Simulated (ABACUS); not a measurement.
KF:

```
K F
1.0
     3.25895    0.00000    0.00000
     0.00000    3.25895    0.00000
     0.00000    0.00000    3.25895
K F
1 1
Direct
  0.00000 0.00000 0.00000
  0.50000 0.50000 0.50000
```

The cell comes from a database or a generator and needn't be the stable form of this composition.

| Quantity | Value |
| --- | --- |
| Program | ABACUS 3.10.1 |
| Task | single point |
| Functional | PBE |
| Potentials or basis | PseudoDojo NC SR 0.4.1 PBE standard |
| Cutoff | 1361 eV |
| Density cutoff | 5442 eV |
| Basis | DZP LCAO (the cutoffs set its grid) |
| k mesh | 8 × 8 × 8 |
| Occupations | fermi-dirac, width 0.05 eV |
| Spin | no spin polarisation |

On this cell: pressure -0.3 GPa; largest force zero by symmetry; band gap on the k mesh 6.15 eV, indirect (least direct gap 6.20 eV).

The same run follows on a disturbed copy (atoms moved at random, drawn with an rms of 0.05 Å):

```
CELL_PARAMETERS angstrom
3.25895 0.00000 0.00000
0.00000 3.25895 0.00000
0.00000 0.00000 3.25895
ATOMIC_POSITIONS crystal
K 0.99886 0.00911 0.98961
F 0.50522 0.49190 0.48728
```

What does the disturbed cell give?

The energy moves by +0.7 meV/atom; pressure -0.3 GPa; largest force 0.043 eV/Å; band gap on the k mesh 6.15 eV, indirect (least direct gap 6.20 eV).

Forces on the atoms (eV/Å):
```
K    0.015 -0.040 -0.006
F   -0.015  0.040  0.006
```

Caveats: the atomic orbitals were generated for these runs and aren't a published set; the basis of atomic orbitals isn't converged, which shifts pressures, moduli and gaps.

A k mesh can miss the band edges.
